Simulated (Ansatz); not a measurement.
BeO:
```
CELL_PARAMETERS angstrom
      2.66138     0.00000     0.00000
     -1.33069     2.30482     0.00000
      0.00000     0.00000     8.67049
ATOMIC_POSITIONS crystal
  Be 0.00000 0.00000 0.00076
  Be 0.00000 0.00000 0.50076
  Be 0.66667 0.33333 0.75017
  Be 0.33333 0.66667 0.25017
  O  0.00000 0.00000 0.81243
  O  0.00000 0.00000 0.31243
  O  0.66667 0.33333 0.56227
  O  0.33333 0.66667 0.06227
```

Relaxed with LDA.

### Question
Give the optical modes at the zone centre with their infrared and Raman activity from DFPT, plane-wave PAW LDA (Ansatz code).

### Answer
Transverse frequencies, without the LO–TO term; a row sums one degenerate level.

| ω (cm⁻¹) | degeneracy | IR ((D/Å)²/amu) | Raman (Å⁴/amu) | activity | symmetry |
|---|---|---|---|---|---|
| 232 | 2 | 0.00 | 0 | silent | E2 |
| 235 | 2 | 0.00 | 0.063 | Raman | E2 |
| 329 | 2 | 0.00 | 0 | silent | E1 |
| 461 | 1 | 0.00 | 0 | silent | B1 |
| 467 | 1 | 0.00 | 0 | silent | B1 |
| 722 | 1 | 7.22 | 0.74 | IR+Raman | A1 |
| 724 | 2 | 0.08 | 0 | IR | E1 |
| 734 | 2 | 0.00 | 3.6 | Raman | E2 |
| 735 | 1 | 44.87 | 3.6 | IR+Raman | A1 |
| 744 | 2 | 0.00 | 0.081 | Raman | E2 |
| 753 | 2 | 100.96 | 2.1 | IR+Raman | E1 |
| 911 | 1 | 0.12 | 0 | IR | A1 |
| 1028 | 1 | 0.00 | 0 | silent | B1 |
| 1038 | 1 | 0.00 | 0 | silent | B1 |

### Question
How high does the top mode go among those that the LO–TO term moves?

### Answer
1105 cm⁻¹ for q along x, 1105 cm⁻¹ for q along y, 1099 cm⁻¹ for q along z.

Space group P6_3mc. The cell is a constructed one: a structure type filled with these elements. Its sites differ from those of the usual phase in this space group: another stacking or structure type. The LDA relaxation kept the symmetry of its start; phonons on a q-mesh show no instability.

Potentials: the later of the program's two PAW sets.
